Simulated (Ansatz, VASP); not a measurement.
**AlN: VASP beside Ansatz**

```
Al N
1.0
     3.22380    0.00000    0.00000
    -1.61190    2.79189    0.00000
     0.00000    0.00000    5.01696
Al N
2 2
Direct
  0.33333 0.66667 0.99963
  0.66667 0.33333 0.49963
  0.33333 0.66667 0.38537
  0.66667 0.33333 0.88537
```

Alike in both runs: functional PBE; k mesh 9 × 9 × 6; occupations gaussian, width 0.05 eV; no spin polarisation.

Ansatz relaxed the structure, and its values are those at the end. VASP's run is a single point on that final structure, the one shown.

```csv
,VASP,Ansatz
version,VASP 6.6.1,Ansatz 0.2.0
potentials or method,"VASP PAW PBE potentials, release 64 (Al, N)","scalar-relativistic, plane waves, PAW"
plane-wave cutoff (eV),520,520
valence electrons in the cell,16,16
```

```csv
,VASP,Ansatz,Ansatz less VASP
gap on the k mesh at the Fermi level (eV),3.41,3.41,-0.004
least direct gap on the mesh (eV),3.41,3.41,-0.004
pressure (GPa),-10.6,-10.5,+0.18
rms of the force components (eV/Å),0.005,0.005,+0.0004
```

The functional is the same, so the differences come from potentials, cutoffs and numerics. Ansatz warned: «stress_scf_threshold_loose».

A hybrid or GW would open this gap; PBE tends to underestimate it.
